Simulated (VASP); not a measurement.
Input of a VASP 6.6.1 run:

The input INCAR:

```
SYSTEM = Ti2Si
PREC = Normal
ENCUT = 520
EDIFF = 1E-4
ISMEAR = 0
SIGMA = 0.15
LREAL = .FALSE.
LASPH = .TRUE.
NELM = 60
ALGO = Fast
ISIF = 3
LWAVE = .FALSE.
LCHARG = .FALSE.
GGA = PE
IBRION = 2
NSW = 24
EDIFFG = -0.08
```

KPOINTS

```
regular mesh
0
G
  5 5 6
  0 0 0
```

File POSCAR:

```
Ti2Si
1.0
    3.8991944400      0.0000000000      0.0000000000
    0.0000000000      3.8991944400      0.0000000000
    0.0000000000      0.0000000000      3.4071717700
Ti Si
2 1
Direct
    0.0000000000      0.5000000000      0.0000000000
    0.5000000000      0.0000000000      0.0000000000
    0.0000000000      0.0000000000      0.0000000000
```

Potentials or basis: VASP PAW PBE potentials, release 64 (Ti_sv, Si).

The run is started by

```bash
$ cat potpaw_PBE.64/Ti_sv/POTCAR potpaw_PBE.64/Si/POTCAR > POTCAR
$ mpirun -np 1 vasp_std > vasp.out
```

(1) Predict the relaxed volume.

(2) What does it give for the space group after relaxing (to 0.05 Å)?

(3) Predict the relaxed cell.

## Answers

(1) 21.00 Å³/atom.

(2) P4/mmm (No. 123).

(3) a = 4.873 Å, b = 4.873 Å, c = 2.653 Å, α = 90.00°, β = 90.00°, γ = 90.00°.

Caveat: the volume moved by over 15 % at a fixed basis, so the end points are rough.
